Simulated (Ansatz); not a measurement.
Re under changes of volume

One of the cells (14.714 Å³/atom); the others are scaled copies at fixed shape and fractional positions:

```
Re
1.0
     2.76080    0.00000    0.00000
    -1.38040    2.39092    0.00000
     0.00000    0.00000    4.45820
Re
2
Cartesian
  1.3804 0.7970 3.3436
  0.0000 1.5939 1.1145
```

* Program: Ansatz 0.2.0
* Functional: PBEsol
* Potentials or basis: Ansatz PAW earlier set
* Cutoff: 560 eV (not typed: the program's choice for these potentials)
* k mesh: 11 × 11 × 6
* Occupations: fermi-dirac, width 0.05 eV
* Spin: no spin polarisation

```csv
volume (Å³/atom),energy over the lowest point (meV/atom),pressure (GPa)
13.831,46.55,22.3
14.125,14.82,12.6
14.420,0.00,3.9
14.714,0.39,-4.0
15.008,14.42,-11.0
15.303,40.68,-17.3
15.597,?,?
```

What does the run at 15.597 Å³/atom give?

Energy over the lowest point 77.87 meV/atom; pressure -22.9 GPa.

Worked out: A Birch-Murnaghan fit of order 3 (a polynomial in V^(-2/3)) to the other rows has its minimum at 14.56 Å³/atom with B0 = V·E''(V) = 388 GPa and B' = 4.4 at fixed shape and positions, which overstates the stiffness. It gives 77.80 meV/atom at 15.597 Å³/atom, against the run's 77.87, and -dE/dV = -23.0 GPa, against -22.9.

Energies are extrapolated to zero smearing.

Caveats: the PAW data sets come from PBE, with cores solved anew for the run's functional, which leaves a small shift of forces and pressure.
